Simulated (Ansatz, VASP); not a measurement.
## Al16H23ClO35 (hydroxylated alpha-Al2O3(0001) with 1 of its OH changed to Cl): VASP beside Ansatz

Wanted: the spread between two codes on one cell, functional and k mesh. The cell is taken from a series of runs on this material, whose earlier steps may have relaxed, scaled, displaced or heated it; both programs get it as it stands.

Main program and level: Ansatz 0.2.0; plane waves, with VASP 6.6.1 beside it; single point at PBE.

## 1. The structure

The cell holds 75 atoms: 16 Al, 35 O, 1 Cl and 23 H. Cell: a = 9.580 Å, b = 9.580 Å, c = 22.300 Å, α = 90.0°, β = 90.0°, γ = 120.0°. It derives from Al2O3 (hydroxylated alpha-Al2O3(0001)). As first built, before any earlier steps moved the atoms (in the runner's words): corundum (0001), 2 x 2 cells, three layers of O, the outer two all OH (lattice constants typed as starting values near PBE's), lower atoms held; 1 top OH groups nearest the cell's middle replaced by Cl, eased by MACE. Vacuum lies along c.

## 2. Ansatz: single point, PBE

Ansatz runs on its default PAW (the set named soft_2) files.

A single point gives forces, pressure and levels at one fixed geometry, so differences don't come from the geometry; what else differs is listed under the comparison.

Contents of input.yaml:

```yaml
crystal:
  lattice:
    - [9.58, 0.0, 0.0]
    - [-4.79, 8.29652, 0.0]
    - [0.0, 0.0, 22.3]
  atoms:
    - { symbol: Al, position: [0.00466, 0.99967, 0.14506] }
    - { symbol: Al, position: [0.34314, 0.17268, 0.22778] }
    - { symbol: Al, position: [0.17243, 0.33447, 0.1296] }
    - { symbol: Al, position: [0.17504, 0.33399, 0.24515] }
    - { symbol: O, position: [0.16027, 0.99713, 0.08897] }
    - { symbol: O, position: [0.00684, 0.15992, 0.09075] }
    - { symbol: O, position: [0.34593, 0.35099, 0.08852] }
    - { symbol: O, position: [0.50286, 0.17475, 0.28238] }
    - { symbol: O, position: [0.33509, 0.32036, 0.28355] }
    - { symbol: O, position: [0.18545, 0.01184, 0.28236] }
    - { symbol: O, position: [0.01985, 0.33863, 0.18547] }
    - { symbol: O, position: [0.17411, 0.18055, 0.18596] }
    - { symbol: O, position: [0.32951, 0.49499, 0.18668] }
    - { symbol: Al, position: [0.0072, 0.50402, 0.14341] }
    - { symbol: Al, position: [0.32779, 0.66877, 0.22451] }
    - { symbol: Al, position: [0.18068, 0.84177, 0.1301] }
    - { symbol: Al, position: [0.17471, 0.8392, 0.2443] }
    - { symbol: O, position: [0.15963, 0.49363, 0.08782] }
    - { symbol: O, position: [0.02168, 0.67046, 0.08692] }
    - { symbol: O, position: [0.35142, 0.85359, 0.08948] }
    - { symbol: Cl, position: [0.52039, 0.67917, 0.3281] }
    - { symbol: O, position: [0.33355, 0.81962, 0.28097] }
    - { symbol: O, position: [0.18921, 0.51161, 0.28078] }
    - { symbol: O, position: [0.01933, 0.83631, 0.18681] }
    - { symbol: O, position: [0.16872, 0.68025, 0.18493] }
    - { symbol: O, position: [0.33026, 0.99416, 0.18589] }
    - { symbol: Al, position: [0.5093, 0.00478, 0.14351] }
    - { symbol: Al, position: [0.84414, 0.17258, 0.22946] }
    - { symbol: Al, position: [0.67219, 0.33892, 0.12895] }
    - { symbol: Al, position: [0.67762, 0.33373, 0.24261] }
    - { symbol: O, position: [0.66384, 0.00015, 0.08961] }
    - { symbol: O, position: [0.51036, 0.16528, 0.08959] }
    - { symbol: O, position: [0.8434, 0.354, 0.08652] }
    - { symbol: O, position: [0.00094, 0.17584, 0.28311] }
    - { symbol: O, position: [0.83704, 0.32441, 0.28271] }
    - { symbol: O, position: [0.68273, 0.01188, 0.28035] }
    - { symbol: O, position: [0.5198, 0.33802, 0.18551] }
    - { symbol: O, position: [0.67595, 0.18356, 0.1853] }
    - { symbol: O, position: [0.82993, 0.4957, 0.18414] }
    - { symbol: Al, position: [0.50269, 0.50417, 0.14446] }
    - { symbol: Al, position: [0.84085, 0.6697, 0.22826] }
    - { symbol: Al, position: [0.67546, 0.84003, 0.1284] }
    - { symbol: Al, position: [0.67741, 0.83976, 0.2438] }
    - { symbol: O, position: [0.65707, 0.49809, 0.08752] }
    - { symbol: O, position: [0.50793, 0.66727, 0.0914] }
    - { symbol: O, position: [0.84665, 0.84777, 0.08921] }
    - { symbol: O, position: [0.00256, 0.67406, 0.28295] }
    - { symbol: O, position: [0.84126, 0.82897, 0.28253] }
    - { symbol: O, position: [0.68579, 0.50543, 0.28179] }
    - { symbol: O, position: [0.51717, 0.83161, 0.18888] }
    - { symbol: O, position: [0.66911, 0.67906, 0.18868] }
    - { symbol: O, position: [0.82879, 0.99086, 0.18663] }
    - { symbol: H, position: [0.10072, 0.95211, 0.05214] }
    - { symbol: H, position: [0.02722, 0.13622, 0.05062] }
    - { symbol: H, position: [0.34563, 0.24834, 0.08789] }
    - { symbol: H, position: [0.48718, 0.21398, 0.32031] }
    - { symbol: H, position: [0.43558, 0.42286, 0.28835] }
    - { symbol: H, position: [0.22677, 0.03777, 0.32271] }
    - { symbol: H, position: [0.11226, 0.45217, 0.0489] }
    - { symbol: H, position: [0.07383, 0.66516, 0.05041] }
    - { symbol: H, position: [0.35782, 0.75476, 0.0872] }
    - { symbol: H, position: [0.43732, 0.91989, 0.28379] }
    - { symbol: H, position: [0.24023, 0.54277, 0.31988] }
    - { symbol: H, position: [0.76923, 0.09854, 0.08726] }
    - { symbol: H, position: [0.52907, 0.13152, 0.05089] }
    - { symbol: H, position: [0.85345, 0.41008, 0.04919] }
    - { symbol: H, position: [0.00383, 0.07524, 0.28483] }
    - { symbol: H, position: [0.93913, 0.42603, 0.28567] }
    - { symbol: H, position: [0.72131, 0.03752, 0.32116] }
    - { symbol: H, position: [0.59222, 0.45573, 0.05152] }
    - { symbol: H, position: [0.51641, 0.64793, 0.04939] }
    - { symbol: H, position: [0.84097, 0.74282, 0.0878] }
    - { symbol: H, position: [0.99278, 0.70858, 0.32266] }
    - { symbol: H, position: [0.7925, 0.78194, 0.32095] }
    - { symbol: H, position: [0.72192, 0.51621, 0.32281] }
kpoints:
  mp_grid: { grid: [1, 1, 1] }
hamiltonian:
  xc: pbe
scf:
  occupations: { method: fermi_dirac, width: 0.025 }
output:
  forces: true
```

Launch:

```console
$ ansatz run input.yaml --threads 4 --pin off --max-ram 8192MiB --backend cpu --events-out ev --progress --plain --runs-dir out
```

Numbers of over 12 decimals in the logs are rounded to 6 here.

The log of the run:

```text
Engine: ansatz 0.2.0, aarch64-unknown-linux-gnu
Pseudopotentials: kind: paw
Pseudopotential: Al, paw, valence charge 3, recommended cutoff 420 eV (normal), Al.paw.azcp
Pseudopotential: O, paw, valence charge 6, recommended cutoff 420 eV (normal), O.paw.azcp
Pseudopotential: Cl, paw, valence charge 7, recommended cutoff 420 eV (normal), Cl.paw.azcp
Pseudopotential: H, paw, valence charge 1, recommended cutoff 420 eV (normal), H.paw.azcp
Functional definition: PBE
  parameter kappa = 0.804
  parameter beta = 0.066725
  exchange = pbe_x(kappa = kappa, mu = beta*pi^2/3)
  correlation = pbe_c(beta = beta)
Crystal: 75 atoms, lattice volume = 1772.419 Å³
Basis set: ecut = 420 eV, 34605 PW (Γ), exchange–correlation on 144×144×300 points (8 copies of the dense FFT grid, shifted against one another)
Bands: 219, of which v1, the nominal top of the filled ones, is band 144 counted from 1 (143 counted from 0)
Symmetry: 1 space group operations
Space group: P1 (ITA 1), of the structure as read, at distance tolerance 1.2e-4 Å
k-points: 1
Non-local potential: Al, projectors of the file, l = 0: 2, l = 1: 2, l = 2: 1
Non-local potential: O, projectors of the file, l = 0: 2, l = 1: 2, l = 2: 1
Non-local potential: Cl, projectors of the file, l = 0: 2, l = 1: 2, l = 2: 2
Non-local potential: H, projectors of the file, l = 0: 2, l = 1: 1
PAW form: soft (Blöchl's): semilocal exchange-correlation on the pseudo side does not see the compensation charge
PAW one-centre angular grid: Al, 110 points (default); XC on 64 Gauss nodes
PAW one-centre angular grid: O, 110 points (default); XC on 64 Gauss nodes
PAW one-centre angular grid: Cl, 110 points (default); XC on 64 Gauss nodes
PAW one-centre angular grid: H, 110 points (default); XC on 64 Gauss nodes
Initial density: superposition of atomic densities (neutral atoms: chi_scale 0, normalization atom), corrected by the library's trained network
Initial wavefunctions: pseudopotential atomic-orbital guess
Functional: x = pbe(κ = 0.804, μ = 0.219515), c = pbe(β = 0.066725)
SCF iter   1: F=—  HF=-29966.870419 eV  |F-HF|=—  |Δ(HF+E_count)|=         —  Δρ=1.69e-3  dr2=8.68e-2  ethr=1.77e-3  ⟨swp⟩=8.0  Hψ=1100  notcnv=0  defer=53
preconditioner: auto → Resta (q_TF=auto, 2.015 Å⁻¹)  ε∞=1.9  [insulator: Δε(μ)=4.297 eV  Ē_g=15.463 eV  σ=0.025 eV  W_gap=1.00  n_scr=224 (ndim 8)  ℏωp=15.0 eV  f_vac=0.650  D(μ)=0.00/eV (n_scr^D=0)  ε∞_Penn≈1.9  vacuum switching on, ρ_ref=1.7e-2 e/Å³]
SCF iter   2: F=—  HF=-29966.855062 eV  |F-HF|=—  |Δ(HF+E_count)|=   1.54e-2  Δρ=8.80e-4  dr2=1.07e-2  ethr=3.01e-5  ⟨swp⟩=4.0  Hψ=404  notcnv=0  defer=71
SCF iter   3: F=—  HF=-29966.857199 eV  |F-HF|=—  |Δ(HF+E_count)|=   2.14e-3  Δρ=3.92e-4  dr2=2.29e-3  ethr=3.72e-6  ⟨swp⟩=3.0  Hψ=276  notcnv=0  defer=18
automatic band count: iteration 3 solves 166 bands in place of 219: the levels show a gap, and the empty bands left out lie too high to hold charge; the band table lists the bands solved (type scf.n_extra_bands for more)
SCF iter   4: F=—  HF=-29966.857681 eV  |F-HF|=—  |Δ(HF+E_count)|=   4.82e-4  Δρ=1.43e-4  dr2=2.49e-4  ethr=7.96e-7  ⟨swp⟩=3.0  Hψ=275  notcnv=0  defer=18
SCF iter   5: F=—  HF=-29966.857794 eV  |F-HF|=—  |Δ(HF+E_count)|=   1.13e-4  Δρ=3.64e-5  dr2=1.75e-5  ethr=8.66e-8  ⟨swp⟩=3.0  Hψ=273  notcnv=0  defer=18
SCF iter   6: F=—  HF=-29966.857660 eV  |F-HF|=—  |Δ(HF+E_count)|=   1.34e-4  Δρ=1.57e-5  dr2=2.99e-6  ethr=6.09e-9  ⟨swp⟩=2.0  Hψ=286  notcnv=0  defer=18
SCF iter   7: F=—  HF=-29966.857661 eV  |F-HF|=—  |Δ(HF+E_count)|=   5.91e-7  Δρ=4.65e-6  dr2=2.20e-7  ethr=1.04e-9  ⟨swp⟩=3.0  Hψ=297  notcnv=0  defer=18
SCF iter   8: F=-29966.857662 eV  HF=-29966.857662 eV  |F-HF|=1.81e-8  |Δ(HF+E_count)|=   8.41e-7  Δρ=1.10e-6  dr2=1.24e-8  ethr=3.47e-11  ⟨swp⟩=5.0  Hψ=602  notcnv=0
SCF 1 converged in 8 iterations: F = -29966.857662 eV  dr2 = 1.24e-8
  greatest PAW one-centre occupation: 0.908 electrons in one spin orbital (limit 2), on the Cl atom at site 20 (counted from 0), in its partial waves of l = 0
SCF converged after 8 iterations
Free energy (F): -29966.857662 eV
Harris-Foulkes:  -29966.857662 eV  (|F-HF|=1.81e-8)
Internal energy: -29966.857662 eV  (E = F + TS)
E sigma→0 (E₀):  -29966.857662 eV
Fermi energy:    -0.126358 eV
--- Per-component energies (eV) ---
  E_band       = -2599.105927
  E_kinetic    = 7152.370262
  E_local      = -191519.586009  (includes V_loc(G=0)·N_el)
  E_nonlocal   = 1899.629562
  E_hartree    = 92710.602767
  E_xc         = -3572.240162
  E_vxc        = -4202.027521  (∫ρ·V_xc dr)
  E_paw        = -13708.073046  (= ΣΔE_a)
  E_vpaw       = -1350.762048  (= ΣTr[D̂ρ^β])
  E_aug_tail   = 0.060692  (compensation charges beyond the density's cutoff)
  E_ewald      = 77070.378273
  E_smearing   = -0.000000  (= −TS)
  E_closure    = 0.000000  (closes the sum)
  Σ components = -29966.857662   (vs F -29966.857662, Δ=0.00e0)
--- Forces (eV/Å), atoms counted from 1 ---
  atom   1  Al     0.11109317     0.11914666    -0.14753914
  atom   2  Al    -0.00471112    -0.00012201     0.04871667
  atom   3  Al     0.01713269    -0.12124663    -0.12639446
  atom   4  Al    -0.00539454     0.00856493     0.04823723
  atom   5  O      0.06714367     0.05377555    -0.03897552
  atom   6  O     -0.02952319     0.08026484    -0.10138942
  atom   7  O     -0.06233030    -0.01782659    -0.03121649
  atom   8  O      0.00651268    -0.00827708     0.03888381
  atom   9  O      0.00076159    -0.01363981     0.03983867
  atom  10  O     -0.00043470     0.00815643     0.03731370
  atom  11  O      0.00096011    -0.00322810     0.00179647
  atom  12  O     -0.00294316     0.00754014     0.00234339
  atom  13  O     -0.00982513    -0.00725829    -0.00346904
  atom  14  Al    -0.27750070    -0.17828087    -0.32789946
  atom  15  Al    -0.01267797    -0.00460236     0.05023227
  atom  16  Al    -0.23928930    -0.00533665    -0.42593178
  atom  17  Al    -0.00152735    -0.01265329     0.03603883
  atom  18  O      0.05736557     0.09055966    -0.06326924
  atom  19  O     -0.06290619    -0.01805504    -0.15202188
  atom  20  O      0.15148795    -0.07849627     0.06669918
  atom  21  Cl    -0.00827995     0.00617661     0.10066150
  atom  22  O      0.00263624    -0.00102426     0.03211208
  atom  23  O      0.02769629     0.00789884     0.04104118
  atom  24  O      0.01269781    -0.00237417    -0.00036477
[...]
atom  68  H      0.00038608    -0.01255164     0.02421398
  atom  69  H      0.00193161     0.00552787     0.02786922
  atom  70  H      0.00780126     0.01260572     0.12973802
  atom  71  H      0.04864839     0.03862236     0.11013752
  atom  72  H     -0.04677798     0.04559116    -0.06078574
  atom  73  H      0.00800064     0.00143648     0.01942456
  atom  74  H      0.01017451    -0.00292933     0.03014522
  atom  75  H      0.01433636    -0.00366736     0.02305891
  max |Σ_I F_I| component: 1.14e-4 eV/Å
```

The column dr2 measures how far the density is from self-consistency, as an energy; F and HF (Harris–Foulkes) agree once it is small.

## 3. VASP: single point, PBE

The same cell, functional, mesh and smearing now go to VASP, with its own data sets.

Lines of VASP's logs that name or quote its potential files are left out, and so is its time.

Contents of INCAR:

```
SYSTEM = Al16H23ClO35
PREC = Accurate
ENCUT = 520
EDIFF = 1E-06
NELM = 120
ISMEAR = -1
SIGMA = 0.025
LREAL = Auto
ALGO = Normal
GGA = PE
NBANDS = 200
LORBIT = 11
LWAVE = .FALSE.
LCHARG = .FALSE.
ISIF = 2
LASPH = .TRUE.
GGA_COMPAT = .FALSE.
EFERMI = MIDGAP
NCORE = 2
```

Contents of POSCAR:

```
Al16H23ClO35
1.0
    9.5800000000      0.0000000000      0.0000000000
   -4.7900000000      8.2965200000      0.0000000000
    0.0000000000      0.0000000000     22.3000000000
Al O Cl H
16 35 1 23
Direct
    0.0046600000      0.9996700000      0.1450600000
    0.3431400000      0.1726800000      0.2277800000
    0.1724300000      0.3344700000      0.1296000000
    0.1750400000      0.3339900000      0.2451500000
    0.0072000000      0.5040200000      0.1434100000
    0.3277900000      0.6687700000      0.2245100000
    0.1806800000      0.8417700000      0.1301000000
    0.1747100000      0.8392000000      0.2443000000
    0.5093000000      0.0047800000      0.1435100000
    0.8441400000      0.1725800000      0.2294600000
    0.6721900000      0.3389200000      0.1289500000
    0.6776200000      0.3337300000      0.2426100000
    0.5026900000      0.5041700000      0.1444600000
    0.8408500000      0.6697000000      0.2282600000
    0.6754600000      0.8400300000      0.1284000000
    0.6774100000      0.8397600000      0.2438000000
    0.1602700000      0.9971300000      0.0889700000
    0.0068400000      0.1599200000      0.0907500000
    0.3459300000      0.3509900000      0.0885200000
    0.5028600000      0.1747500000      0.2823800000
    0.3350900000      0.3203600000      0.2835500000
    0.1854500000      0.0118400000      0.2823600000
    0.0198500000      0.3386300000      0.1854700000
    0.1741100000      0.1805500000      0.1859600000
    0.3295100000      0.4949900000      0.1866800000
    0.1596300000      0.4936300000      0.0878200000
    0.0216800000      0.6704600000      0.0869200000
    0.3514200000      0.8535900000      0.0894800000
    0.3335500000      0.8196200000      0.2809700000
    0.1892100000      0.5116100000      0.2807800000
    0.0193300000      0.8363100000      0.1868100000
    0.1687200000      0.6802500000      0.1849300000
    0.3302600000      0.9941600000      0.1858900000
    0.6638400000      0.0001500000      0.0896100000
    0.5103600000      0.1652800000      0.0895900000
    0.8434000000      0.3540000000      0.0865200000
    0.0009400000      0.1758400000      0.2831100000
    0.8370400000      0.3244100000      0.2827100000
    0.6827300000      0.0118800000      0.2803500000
    0.5198000000      0.3380200000      0.1855100000
    0.6759500000      0.1835600000      0.1853000000
    0.8299300000      0.4957000000      0.1841400000
    0.6570700000      0.4980900000      0.0875200000
    0.5079300000      0.6672700000      0.0914000000
    0.8466500000      0.8477700000      0.0892100000
    0.0025600000      0.6740600000      0.2829500000
    0.8412600000      0.8289700000      0.2825300000
    0.6857900000      0.5054300000      0.2817900000
    0.5171700000      0.8316100000      0.1888800000
    0.6691100000      0.6790600000      0.1886800000
    0.8287900000      0.9908600000      0.1866300000
    0.5203900000      0.6791700000      0.3281000000
    0.1007200000      0.9521100000      0.0521400000
    0.0272200000      0.1362200000      0.0506200000
    0.3456300000      0.2483400000      0.0878900000
    0.4871800000      0.2139800000      0.3203100000
    0.4355800000      0.4228600000      0.2883500000
    0.2267700000      0.0377700000      0.3227100000
    0.1122600000      0.4521700000      0.0489000000
    0.0738300000      0.6651600000      0.0504100000
    0.3578200000      0.7547600000      0.0872000000
    0.4373200000      0.9198900000      0.2837900000
    0.2402300000      0.5427700000      0.3198800000
    0.7692300000      0.0985400000      0.0872600000
    0.5290700000      0.1315200000      0.0508900000
    0.8534500000      0.4100800000      0.0491900000
    0.0038300000      0.0752400000      0.2848300000
    0.9391300000      0.4260300000      0.2856700000
    0.7213100000      0.0375200000      0.3211600000
    0.5922200000      0.4557300000      0.0515200000
    0.5164100000      0.6479300000      0.0493900000
    0.8409700000      0.7428200000      0.0878000000
    0.9927800000      0.7085800000      0.3226600000
    0.7925000000      0.7819400000      0.3209500000
    0.7219200000      0.5162100000      0.3228100000
```

Contents of KPOINTS:

```
Automatic mesh
0
Gamma
1 1 1
0 0 0
```

Potentials, in the order of the species: Al, O, Cl and H (PBE family, release 64).

Launch:

```console
$ mpirun -np 8 vasp_gam
```

The log of the run:

```text
[banner, memory and clock lines left out]
running    8 mpi-ranks, on    1 nodes
[...]
LDA part: xc-table for (Slater+PW92), standard interpolation
 POSCAR, INCAR and KPOINTS ok, starting setup
[...]
entering main loop
       N       E                     dE             d eps       ncg     rms          rms(c)
DAV:   1     0.272041626252E+04    0.27204E+04   -0.14697E+05   440   0.125E+03
DAV:   2    -0.135760660280E+03   -0.28562E+04   -0.27386E+04   512   0.316E+02
DAV:   3    -0.509152205515E+03   -0.37339E+03   -0.37155E+03   488   0.119E+02
DAV:   4    -0.518213151131E+03   -0.90609E+01   -0.90307E+01   488   0.215E+01
[...]
DAV:  26    -0.462741302157E+03   -0.89000E-05   -0.32270E-07   304   0.161E-03    0.444E-04
DAV:  27    -0.462741306816E+03   -0.46590E-05   -0.10127E-07   280   0.842E-04    0.253E-04
DAV:  28    -0.462741307663E+03   -0.84694E-06   -0.25017E-08   304   0.357E-04
   1 F= -.46274131E+03 E0= -.46274131E+03  d E =0.000000E+00
```

Parts of OUTCAR (step 3):

```text
  FREE ENERGIE OF THE ION-ELECTRON SYSTEM (eV)
  ---------------------------------------------------
  free  energy   TOTEN  =      -462.7413076630 eV

  energy  without entropy=     -462.7413076630  energy(sigma->0) =     -462.74130766
```

## 4. Comparison

Known differences besides the potentials themselves: the cutoff is 420 eV in Ansatz and 520 eV in VASP (PREC = Accurate, projectors in real space). Total energies have different zeros and are not compared.

The two programs side by side:

```tsv
quantity	Ansatz	VASP	difference
gap on the k mesh (eV)	4.205	4.198	+0.007
```

Forces on 10 of the 75 atoms, those with the largest forces and the largest differences (eV/Å; atoms numbered as in POSCAR):

```tsv
atom	Ansatz x, y, z	VASP x, y, z
Al1	0.111, 0.119, -0.148	0.102, 0.131, -0.137
Al5	-0.278, -0.178, -0.328	-0.272, -0.176, -0.309
Al7	-0.239, -0.005, -0.426	-0.240, 0.013, -0.411
Al9	0.017, 0.263, -0.132	0.009, 0.262, -0.134
Al13	0.288, -0.045, -0.097	0.275, -0.025, -0.091
Al15	0.245, -0.080, -0.091	0.225, -0.080, -0.099
O34	-0.152, -0.172, 0.045	-0.193, -0.229, 0.078
H56	-0.005, 0.008, 0.022	-0.043, 0.033, 0.141
H60	-0.033, 0.013, 0.082	0.022, 0.005, -0.033
H73	0.008, 0.001, 0.019	-0.018, 0.022, 0.143
```

The forces differ by 48 meV/Å r.m.s., which is 61.3 % of the r.m.s. force of 0.079 eV/Å (both taken over all components). A gap on the mesh is an upper bound, since the band edges may lie between its points. With vacuum in the cell, a pressure given here is an average over mostly empty space and none of the material.

## 5. Results

```json
{"r.m.s. force difference (single point, PBE)": "48 meV/Å"}
```

In words: The r.m.s. force difference is 48 meV/Å (single point, PBE), beyond the 12 meV/Å picked in this series as the mark of a large difference. What causes the difference of the single point, PBE pair stays open here. How closely two codes agree says nothing of how well the functional describes the real material.

[Lines on the potential files, build, host, timing and source positions are cut from VASP's logs without a mark.]

[Logs are printed without paths, hosts, clocks, repeated set-up lines and the standing remarks that a program may print on its own settings, such as how far it seeks lower states.]

[Hosts, paths, dates, database ids (printed as entryN), source tags and the programs' standing remarks are cut or masked in the printed files.]
